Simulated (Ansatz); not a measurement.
**KI: how the settings move a single-point run**

How sensitive is a single-point run of KI to its settings? A reference run comes first, then one run with altered input.

Method: reference: DFT, PBE, all-electron LAPW, non-relativistic, in Ansatz 0.2.0.

### 1 The structure to begin with

The structure is cubic, space group Fm-3m (No. 225). Conventional cell: a = 7.049 Å, b = 7.049 Å, c = 7.049 Å, α = 90.00°, β = 90.00°, γ = 90.00°. K (site symmetry m-3m) has 6 I at 3.52 Å as nearest neighbours. I (site symmetry m-3m) has 6 K at 3.52 Å as nearest neighbours.

Coordinates:

```xyz
2
Lattice="0.0000 3.5246 3.5246 3.5246 0.0000 3.5246 3.5246 3.5246 0.0000" Properties=species:S:1:pos:R:3 pbc="T T T"
K     0.0000    0.0000    0.0000
I     3.5246    3.5246    3.5246
```

### 2 Baseline

Contents of input.yaml:

```yaml
crystal:
  lattice:
    - [0.0, 3.52455, 3.52455]
    - [3.52455, 0.0, 3.52455]
    - [3.52455, 3.52455, 0.0]
  atoms:
    - { symbol: K, position: [0.0, 0.0, 0.0] }
    - { symbol: I, position: [0.5, 0.5, 0.5] }
kpoints:
  mp_grid: { grid: [8, 8, 8] }
  band_path:
    path:
      - [0.0, 0.0, 0.0]
      - [0.5, 0.0, 0.5]
      - [0.625, 0.25, 0.625]
      - [0.375, 0.375, 0.75]
      - [0.0, 0.0, 0.0]
      - [0.5, 0.5, 0.5]
      - [0.5, 0.25, 0.75]
      - [0.5, 0.0, 0.5]
    npoints: 5
scf:
  occupations: { method: fermi_dirac, width: 0.01 }
hamiltonian:
  xc: pbe
  pseudopotentials:
    kind: all_electron
    lapw: { basis_error: 0.001 }
    relativity: none
output:
  forces: true
  stress: true
  eigenvalues: true
```

Started as:

```
$ ansatz run input.yaml --threads 1 --pin off --max-ram 2048MiB --backend cpu --events-out ev --progress --plain --runs-dir out
```

### 3 Variant: mp_grid.shift [0.5, 0.5, 0.5], scf.algorithm density_mixing

input.yaml: that of step 2 with these lines changed.

```diff
@@ -9,3 +9,3 @@
 kpoints:
-  mp_grid: { grid: [8, 8, 8] }
+  mp_grid: { grid: [8, 8, 8], shift: [0.5, 0.5, 0.5] }
   band_path:
@@ -23,2 +23,3 @@
   occupations: { method: fermi_dirac, width: 0.01 }
+  algorithm: density_mixing
 hamiltonian:
```

Before running it: what results should come out? Wanted: for each run, ending; energy change; pressure; gap; force.

As calculated:

| run | ending | energy change | pressure (GPa) | gap (eV) | force (eV/Å) | cycles | time |
| --- | --- | --- | --- | --- | --- | --- | --- |
| reference | converged | 0 | 0.9 | 4.46 | 0.00 | 7 | 5.9 s |
| 1: mp_grid.shift [0.5, 0.5, 0.5], scf.algorithm density_mixing | converged | 0.0 meV/atom | 0.9 | 4.57 | 0.00 | 7 | 9.2 s |

Residual by cycle in the longest SCF loop of each run; runs are numbered as in the table. The quantity is the density residual dr2, in eV.

```csv
cycle,reference,run 1
1,0.252,0.252
2,0.0193,0.0193
3,0.00369,0.00369
4,7.9e-5,7.9e-5
5,1.7e-6,1.7e-6
6,2.4e-8,2.4e-8
7,1.3e-9,1.3e-9
```

What this shows: Changing the k-point mesh and solver moves the energy by 0.0 meV/atom, and the gap on the mesh goes from 4.46 to 4.57 eV. Sampling errors of the energy have no fixed sign. A gap read on a mesh depends on which points the mesh holds, and a coarse mesh shifts the density too. Cost: 9.2 s against 5.9 s. The gap of the reference lacks spin-orbit coupling, though the cell holds I.

These are semilocal Kohn-Sham gaps, which aren't the measured quantity. Such gaps usually fall short of the measured ones; spin-orbit coupling, left out here, narrows gaps with I, so the two errors partly cancel.
